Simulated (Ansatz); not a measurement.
# TaN (P6_3/mmc) in Ansatz: notebook

Runs on TaN. Level: PBE. Tasks: single point.

All numbers are computed with Ansatz 0.2.0; they aren't measurements. Logs are shortened: lines on timing, memory, paths and dates and some standing lists are left out, and cuts for length are marked.

**1. The structure**

The structure is hexagonal, space group P6_3/mmc (No. 194). Conventional cell: a = 2.922 Å, b = 2.922 Å, c = 5.917 Å, α = 90.00°, β = 90.00°, γ = 120.00°. Around Ta (site symmetry -3m) lie 6 N at 2.24 Å. N (site symmetry -6m2) is surrounded by 6 Ta at 2.24 Å.

The cell comes from a database or a generator and needn't be the stable form of this composition.

**2. Single point, PBE**

Contents of input.yaml:

```yaml
crystal:
  lattice:
    - [2.9217699809, 0.0, 0.0]
    - [-1.4608849905, 2.5303270275, 0.0]
    - [0.0, 0.0, 5.916515]
  atoms:
    - { symbol: Ta, position: [0.0, 0.0, 0.5] }
    - { symbol: Ta, position: [0.0, 0.0, 0.0] }
    - { symbol: "N", position: [0.3333333333, 0.6666666667, 0.25] }
    - { symbol: "N", position: [0.6666666667, 0.3333333333, 0.75] }
hamiltonian:
  xc: pbe
  pseudopotentials: { kind: paw }
kpoints:
  mp_grid: { grid: [10, 10, 5] }
scf:
  occupations: { method: gaussian, width: 0.026 }
output:
  forces: true
  stress: true
  eigenvalues: true
```

Potentials or basis: Ansatz PAW.

Launch:

```bash
ansatz run input.yaml --threads 2 --pin off --max-ram 5632MiB --backend cpu --events-out ev --progress --plain --runs-dir out
```

Standard output:

```text
Warning: RAYON_NUM_THREADS=2 ignored (pool sized by the plan → 2); use --threads N
Engine: ansatz 0.2.0, x86_64-unknown-linux-gnu
Pseudopotentials: kind: paw
Pseudopotential: Ta, paw, valence charge 13, recommended cutoff 420 eV (normal), Ta.paw.azcp
Pseudopotential: N, paw, valence charge 5, recommended cutoff 420 eV (normal), N.paw.azcp
Functional definition: PBE
  parameter kappa = 0.804
  parameter beta = 0.06672455060314922
  exchange = pbe_x(kappa = kappa, mu = beta*pi^2/3)
  correlation = pbe_c(beta = beta)
Crystal: 4 atoms, lattice volume = 43.741 Å³
Basis set: ecut = 420 eV, 847 PW (Γ), exchange–correlation on 40×40×80 points (8 copies of the dense FFT grid, shifted against one another)
Bands: 22, of which v1, the nominal top of the filled ones, is band 18 counted from 1 (17 counted from 0)
Symmetry: 24 space group operations
Space group: P63/mmc (ITA 194), of the structure as read, at distance tolerance 3.5e-5 Å
k-points: 42 of 500
Non-local potential: Ta, projectors of the file, l = 0: 3, l = 1: 2, l = 2: 2, l = 3: 1
Non-local potential: N, projectors of the file, l = 0: 2, l = 1: 2, l = 2: 1
PAW form: soft (Blöchl's): semilocal exchange-correlation on the pseudo side does not see the compensation charge
PAW one-centre angular grid: Ta, 590 points (default); XC on 64 Gauss nodes
PAW one-centre angular grid: N, 110 points (default); XC on 64 Gauss nodes
Initial density: superposition of atomic densities (neutral atoms: chi_scale 0, normalization atom), corrected by the library's trained network
Initial wavefunctions: pseudopotential atomic-orbital guess
Functional: x = pbe(κ = 0.804, μ = 0.2195149727645171), c = pbe(β = 0.06672455060314922)
SCF iter   1: F=—  HF=-20636.194127 eV  |F-HF|=—  |Δ(HF+E_count)|=         —  Δρ=7.43e-3  dr2=1.60e-2  ethr=1.77e-3  ⟨swp⟩=6.0  Hψ=4299  notcnv=0
preconditioner: auto → none  [insulator: Δε(μ)=0.054 eV  Ē_g=9.371 eV  σ=0.026 eV  W_gap=0.75  n_scr=10 (ndim 8)  ℏωp=25.1 eV  f_vac=0.000  D(μ)=1.11/eV (n_scr^D=4)  ε∞_Penn≈8.2]
SCF iter   2: F=—  HF=-20636.190121 eV  |F-HF|=—  |Δ(HF+E_count)|=   4.01e-3  Δρ=3.10e-3  dr2=1.82e-3  ethr=4.44e-5  ⟨swp⟩=2.8  Hψ=1920  notcnv=0  defer=2
SCF iter   3: F=—  HF=-20636.190263 eV  |F-HF|=—  |Δ(HF+E_count)|=   1.42e-4  Δρ=6.51e-4  dr2=6.37e-5  ethr=5.06e-6  ⟨swp⟩=2.5  Hψ=1295  notcnv=0  defer=2
SCF iter   4: F=—  HF=-20636.190267 eV  |F-HF|=—  |Δ(HF+E_count)|=   4.53e-6  Δρ=6.29e-5  dr2=1.44e-6  ethr=1.77e-7  ⟨swp⟩=2.5  Hψ=1431  notcnv=0  defer=2
iter 5 did not close the SCF: its close was put off for the readings that it lacked (scf_convergence_deferred on its scf_iter line)
SCF iter   5: F=-20636.190267 eV  HF=-20636.190267 eV  |F-HF|=4.32e-9  |Δ(HF+E_count)|=   5.99e-8  Δρ=1.59e-5  dr2=7.29e-8  ethr=4.01e-9  ⟨swp⟩=2.0  Hψ=1346  notcnv=0  defer=2
SCF iter   6: F=-20636.190267 eV  HF=-20636.190267 eV  |F-HF|=5.42e-10  |Δ(HF+E_count)|=   2.80e-8  Δρ=3.22e-6  dr2=3.00e-9  ethr=2.03e-10  ⟨swp⟩=2.6  Hψ=3253  notcnv=0
SCF 1 converged in 6 iterations: F = -20636.190267 eV  dr2 = 3.00e-9
SCF converged after 6 iterations
Free energy (F): -20636.190267 eV
Harris-Foulkes:  -20636.190267 eV  (|F-HF|=5.42e-10)
Internal energy: -20636.189843 eV  (E = F + TS)
E sigma→0 (E₀):  -20636.190055 eV
Entropy (-TS):   -0.000424 eV (-0.106 meV/atom)
Fermi energy:    19.919322 eV
--- Per-component energies (eV) ---
  E_band       = -112.488067
  E_kinetic    = 997.729337
  E_local      = -1220.270493  (includes V_loc(G=0)·N_el)
  E_nonlocal   = 119.867073
  E_hartree    = 409.685352
  E_xc         = -559.384676
  E_vxc        = -564.092780  (∫ρ·V_xc dr)
  E_paw        = -17048.266991  (= ΣΔE_a)
  E_vpaw       = -265.091531  (= ΣTr[D̂ρ^β])
  E_aug_tail   = 0.000430  (compensation charges beyond the density's cutoff)
  E_ewald      = -3335.549875
  E_smearing   = -0.000424  (= −TS)
  E_closure    = 0.000000  (closes the sum)
  Σ components = -20636.190267   (vs F -20636.190267, Δ=0.00e0)
--- Forces (eV/Å), atoms counted from 1 ---
  atom   1  Ta     0.00000000    -0.00000000    -0.00000000
  atom   2  Ta     0.00000000    -0.00000000     0.00000000
  atom   3  N     -0.00000000    -0.00000000    -0.00000000
  atom   4  N      0.00000000     0.00000000     0.00000000
  max |Σ_I F_I| component: 1.11e-16 eV/Å
--- Stress (GPa, compression-positive) ---
       -1.114212      -0.000000      -0.000000
       -0.000000      -1.114212      -0.000000
       -0.000000      -0.000000      -0.970499
  P = ⅓ Tr σ = -1.0663 GPa (-10.663 kbar)
--- Band table (eV; the first three rows and the last of 42) ---
  k-point 0: bands = ["-48.5328", "-48.4963", "-15.6305", "-14.8825", "-14.6274", "-14.6274", "-14.5668", "-14.5668", "2.4180", "4.7585", "10.7121", "15.1249", "15.1249", "15.6597", "16.4420", "17.9419", "17.9419", "19.7170", "19.7170", "20.4969", "20.4969", "22.2629"]
  k-point 1: bands = ["-48.5293", "-48.4998", "-15.5631", "-14.9584", "-14.6216", "-14.6216", "-14.5727", "-14.5727", "2.6042", "4.4694", "11.1229", "14.7572", "15.2841", "15.2841", "17.2701", "17.3641", "17.3641", "20.2761", "20.2761", "20.6054", "20.6054", "21.5535"]
  k-point 2: bands = ["-48.5203", "-48.5090", "-15.3830", "-15.1523", "-14.6066", "-14.6066", "-14.5879", "-14.5879", "3.1140", "3.8112", "12.1452", "13.4429", "15.7489", "15.7489", "16.4776", "16.4776", "18.5378", "20.0588", "20.8452", "20.8452", "20.8700", "20.8700"]
  k-point 41: bands = ["-48.4302", "-48.4196", "-15.4255", "-15.3886", "-15.2265", "-15.1939", "-15.1266", "-14.9341", "4.6505", "4.7501", "12.8287", "12.9528", "13.5749", "14.0352", "14.3636", "14.9745", "19.3716", "19.4812", "21.7384", "22.3039", "23.3838", "23.5836"]
```

It took 0.53 s on 2 threads of AMD EPYC 9R45 (Zen 5), shared host; peak memory 0.39 GiB.

Results:

```
Free energy            : -20636.1903 eV
Pressure               : -1.1 GPa
Band gap on the k mesh : none (metal or under the smearing width)
```

Stress tensor (GPa, compression positive):
```
-1.11  0.00  0.00
 0.00 -1.11  0.00
 0.00  0.00 -0.97
```

Caveat: the pressure holds a Pulay correction of +0.4 GPa for the finite cutoff. The run has no spin-orbit coupling, so splittings on Ta are missing.

**3. Single point, PBE**

input.yaml, as its differences from that of step 2:

```diff
@@ -16,3 +16,3 @@
 scf:
-  occupations: { method: gaussian, width: 0.026 }
+  occupations: { method: gaussian, width: 0.027 }
 output:
```

Potentials or basis: Ansatz PAW.

Launch:

```bash
ansatz run input.yaml --threads 2 --pin off --max-ram 5632MiB --backend cpu --events-out ev --progress --plain --runs-dir out
```

Standard output:

```text
Warning: RAYON_NUM_THREADS=2 ignored (pool sized by the plan → 2); use --threads N
[... 9 set-up lines as earlier in the session ...]
Crystal: 4 atoms, lattice volume = 43.741 Å³
Basis set: ecut = 420 eV, 847 PW (Γ), exchange–correlation on 40×40×80 points (8 copies of the dense FFT grid, shifted against one another)
Bands: 22, of which v1, the nominal top of the filled ones, is band 18 counted from 1 (17 counted from 0)
[... 2 set-up lines as earlier in the session ...]
k-points: 42 of 500
[... 6 set-up lines as earlier in the session ...]
[... 13 lines left out ...]
Free energy (F): -20636.190284 eV
Harris-Foulkes:  -20636.190284 eV  (|F-HF|=5.46e-10)
Internal energy: -20636.189822 eV  (E = F + TS)
E sigma→0 (E₀):  -20636.190053 eV
Entropy (-TS):   -0.000462 eV (-0.116 meV/atom)
Fermi energy:    19.919632 eV
--- Per-component energies (eV) ---
  E_band       = -112.487800
  E_kinetic    = 997.729461
  E_local      = -1220.270899  (includes V_loc(G=0)·N_el)
  E_nonlocal   = 119.867165
  E_hartree    = 409.685613
  E_xc         = -559.384699
  E_vxc        = -564.092810  (∫ρ·V_xc dr)
  E_paw        = -17048.267018  (= ΣΔE_a)
  E_vpaw       = -265.091568  (= ΣTr[D̂ρ^β])
  E_aug_tail   = 0.000430  (compensation charges beyond the density's cutoff)
  E_ewald      = -3335.549875
  E_smearing   = -0.000462  (= −TS)
  E_closure    = 0.000000  (closes the sum)
  Σ components = -20636.190284   (vs F -20636.190284, Δ=0.00e0)
--- Forces (eV/Å), atoms counted from 1 ---
  atom   1  Ta     0.00000000    -0.00000000     0.00000000
  atom   2  Ta     0.00000000    -0.00000000     0.00000000
  atom   3  N     -0.00000000    -0.00000000    -0.00000000
  atom   4  N      0.00000000     0.00000000     0.00000000
  max |Σ_I F_I| component: 3.70e-17 eV/Å
--- Stress (GPa, compression-positive) ---
       -1.114076      -0.000000      -0.000000
       -0.000000      -1.114076      -0.000000
       -0.000000      -0.000000      -0.970058
  P = ⅓ Tr σ = -1.0661 GPa (-10.661 kbar)
--- Band table (eV; the first three rows and the last of 42) ---
  k-point 0: bands = ["-48.5328", "-48.4963", "-15.6305", "-14.8825", "-14.6274", "-14.6274", "-14.5668", "-14.5668", "2.4180", "4.7585", "10.7121", "15.1249", "15.1249", "15.6597", "16.4420", "17.9419", "17.9419", "19.7171", "19.7171", "20.4969", "20.4969", "22.2629"]
  k-point 1: bands = ["-48.5293", "-48.4998", "-15.5631", "-14.9584", "-14.6216", "-14.6216", "-14.5726", "-14.5726", "2.6042", "4.4693", "11.1229", "14.7572", "15.2841", "15.2841", "17.2701", "17.3641", "17.3641", "20.2761", "20.2761", "20.6054", "20.6054", "21.5535"]
  k-point 2: bands = ["-48.5202", "-48.5089", "-15.3830", "-15.1523", "-14.6066", "-14.6066", "-14.5878", "-14.5878", "3.1140", "3.8112", "12.1452", "13.4429", "15.7489", "15.7489", "16.4776", "16.4776", "18.5378", "20.0588", "20.8453", "20.8453", "20.8700", "20.8700"]
  k-point 41: bands = ["-48.4302", "-48.4196", "-15.4255", "-15.3886", "-15.2264", "-15.1939", "-15.1266", "-14.9341", "4.6505", "4.7501", "12.8287", "12.9528", "13.5749", "14.0352", "14.3636", "14.9744", "19.3716", "19.4813", "21.7384", "22.3039", "23.3838", "23.5836"]
```

Wall time 0.64 s (2 threads of AMD EPYC 9R45 (Zen 5), shared host); peak memory 0.39 GiB.

Results:

* Free energy: -20636.1903 eV
* Pressure: -1.1 GPa
* Band gap on the k mesh: none (metal or under the smearing width)

Stress tensor (GPa, compression positive):
```
-1.11  0.00  0.00
 0.00 -1.11  0.00
 0.00  0.00 -0.97
```

Caveat: the pressure holds a Pulay correction of +0.4 GPa for the finite cutoff. Spin-orbit coupling is left out, which matters for the levels of Ta.

**4. Single point, PBE**

input.yaml, as its differences from that of step 3:

```diff
@@ -16,3 +16,3 @@
 scf:
-  occupations: { method: gaussian, width: 0.027 }
+  occupations: { method: gaussian, width: 0.028 }
 output:
@@ -21 +21,5 @@
   eigenvalues: true
+  write_density: true
+  write_potential: true
+  elf: true
+  volumetric_format: npy
```

Launch:

```bash
ansatz run input.yaml --threads 2 --pin off --max-ram 5632MiB --backend cpu --events-out ev --progress --plain --runs-dir out
```

Wall time 0.79 s (2 threads of AMD EPYC 9R45 (Zen 5), shared host); peak memory 0.4 GiB.

Results (log left out):

```yaml
Free_energy: -20636.1903 eV
Pressure: -1.1 GPa
Band_gap_on_the_k_mesh: none (metal or under the smearing width)
```

Stress tensor (GPa, compression positive):
```
-1.11  0.00  0.00
 0.00 -1.11  0.00
 0.00  0.00 -0.97
```

Levels at points of the mesh, in eV from the Fermi level:
```
            k point  band 15  band 16  band 17  band 18  band 19  band 20  band 21  band 22
 (0.00, 0.00, 0.00)    -3.48    -1.98    -1.98    -0.20    -0.20     0.58     0.58     2.34
(0.00, -0.50, 0.00)    -4.13    -3.67    -2.79    -2.09     2.86     3.94     4.82     5.14
```

Caveat: the pressure holds a Pulay correction of +0.4 GPa for the finite cutoff. Spin-orbit coupling is left out, which matters for the levels of Ta.

**5. Overview**

```csv
smearing,gap on the mesh (eV),pressure (GPa)
gaussian 0.026 eV,none,-1.1
gaussian 0.027 eV,none,-1.1
gaussian 0.028 eV,none,-1.1
```

Alike in all rows: task single point; level PBE; potentials or basis Ansatz PAW; no spin polarisation; cell as given; k mesh 10 × 10 × 5; cutoff (eV) 420.

Every run on the cell as given and a fine mesh finds a metal.

Absolute energies hang on the potentials; compare differences alone.
